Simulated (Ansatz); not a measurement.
The system is ZrSe2.

```
Zr Se
1.0
     3.79800    0.00000    0.00000
    -1.89900    3.28916    0.00000
     0.00000    0.00000    6.19200
Zr Se
1 2
Direct
  0.00000 0.00000 0.00000
  0.66667 0.33333 0.75000
  0.33333 0.66667 0.25000
```

* Program: Ansatz 0.2.0
* Task: single point
* Functional: PBE
* Potentials or basis: Ansatz PAW
* Cutoff: 420 eV (not typed: the program's choice for these potentials)
* k mesh: 8 × 8 × 5
* Occupations: fermi-dirac, width 0.05 eV
* Spin: no spin polarisation

On this cell: pressure 1.9 GPa; largest force 0.284 eV/Å; band gap on the k mesh 0.41 eV, indirect (least direct gap 1.06 eV).

The same run follows on a disturbed copy (atoms moved at random, drawn with an rms of 0.05 Å):

```
CELL_PARAMETERS angstrom
3.79800 0.00000 0.00000
-1.89900 3.28916 0.00000
0.00000 0.00000 6.19200
ATOMIC_POSITIONS crystal
Zr 0.00943 0.99966 0.99984
Se 0.66955 0.32722 0.74845
Se 0.33833 0.67539 0.25180
```

Task: What changes?

Result: The energy moves by +0.1 meV/atom; pressure 1.5 GPa; largest force 0.258 eV/Å; band gap on the k mesh 0.36 eV, indirect (least direct gap 1.03 eV).

Forces in eV/Å, atoms in the order of the input:
```
Zr  -0.068  0.014  0.011
Se  -0.031  0.142 -0.192
Se   0.099 -0.156  0.181
```

Stress tensor (GPa, compression positive):
```
 1.33 -0.14  0.41
-0.14  0.66 -0.93
 0.41 -0.93  2.53
```

Caveats: odd divisions of the mesh miss points on the zone boundary, where band edges often lie, so the gap on the mesh can be too wide; this functional lacks dispersion, which binds the layers, so the pressure and a relaxed spacing across them are unreliable (some runs).

A k mesh can miss the band edges.
